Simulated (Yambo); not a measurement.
**TePb in Yambo: convergence with bands in self energy**

TePb:

```xyz
2
Lattice="0.0000 3.2310 3.2310 3.2310 0.0000 3.2310 3.2310 3.2310 0.0000" Properties=species:S:1:pos:R:3 pbc="T T T"
Pb    0.0000    0.0000    0.0000
Te    3.2310    3.2310    3.2310
```

| Item | Value |
| --- | --- |
| Program | Yambo 5.3.0 |
| Task | G0W0 quasiparticle levels |
| Functional | PBE |
| Potentials or basis | PseudoDojo 0.4.1 SR PBE standard |
| Cutoff | 1088 eV |
| Density cutoff | 4354 eV |
| k mesh | 4 × 4 × 4 |
| Occupations | fixed |
| Spin | no spin polarisation |
| k mesh of the self-consistent run | 8 × 8 × 8 |
| Random integration of the Coulomb term | yes |
| Direction of the field or of q to 0 | x + y + z |
| Broadening | 0.1 eV |
| States corrected | Γ and the k points of the band edges |
| Frequency dependence of W | plasmon pole |
| Terminator of the band sum in the self-energy | none |
| Quasiparticle equation | linearised (Newton) |
| Imaginary frequency of the plasmon-pole fit | 27.2114 eV |
| Bands in the response | 135 |
| Bands in the self-energy | 20 |
| Cutoff of the response matrix | 6 Ry |
| Cutoff of exchange and Vxc | 80 Ry |
| Bands corrected (first, last) | [14, 16] |

These are the settings of the first run; the series varies bands in self energy, with any setting tied to it.

```csv
bands in self energy,quasiparticle gap at the points computed (eV)
20,0.897
25,0.915
35,0.927
55,1.017
95,1.068
135,1.083
```

Against the tightest run, the quasiparticle gap at the points computed stays within 0.05 eV from 95 on. The tightest run that finished is the yardstick and may itself not be fully converged.

Caveat, for the tightest run too: the k mesh is coarse (spacing up to 0.42 Å⁻¹), so the values aren't converged; the potentials hold a filled d shell without the s and p states of that shell, which can shift GW gaps by tenths of an eV, either way; this version prints the column dSc/dw multiplied by 27.2; spin-orbit coupling is left out, which as a rule narrows the gap of such compounds by several tenths of an eV.
